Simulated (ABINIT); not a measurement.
Crystal: Ag.

```xyz
1
Lattice="0.0000 2.0427 2.0427 2.0427 0.0000 2.0427 2.0427 2.0427 0.0000" Properties=species:S:1:pos:R:3 pbc="T T T"
Ag    0.0000    0.0000    0.0000
```

Base run:

```yaml
Program: ABINIT 10.8.3 (patched build)
Functional: WC
Potentials_or_basis: JTH PAW PBE v2.0
Cutoff: 544 eV
k_mesh: 11 × 11 × 11
Occupations: fermi-dirac, width 0.05 eV
Spin: no spin polarisation
```

Its results: band gap on the k mesh none (metal or under the smearing width); pressure -2.2 GPa.

Question: After a change of settings the same cell gave: band gap on the k mesh none (metal or under the smearing width); pressure -7.4 GPa. Which change was it?
A. functional from WC to LDA
B. functional from WC to revPBE
C. functional from WC to RPBE
D. functional from WC to BLYP

Answer: A.

LDA binds more tightly than WC, so the same cell stands under less pressure.

Caveats: the PAW data sets were made with another functional, which shifts forces and pressure a little.

Runs at the PBE level aren't shown here.
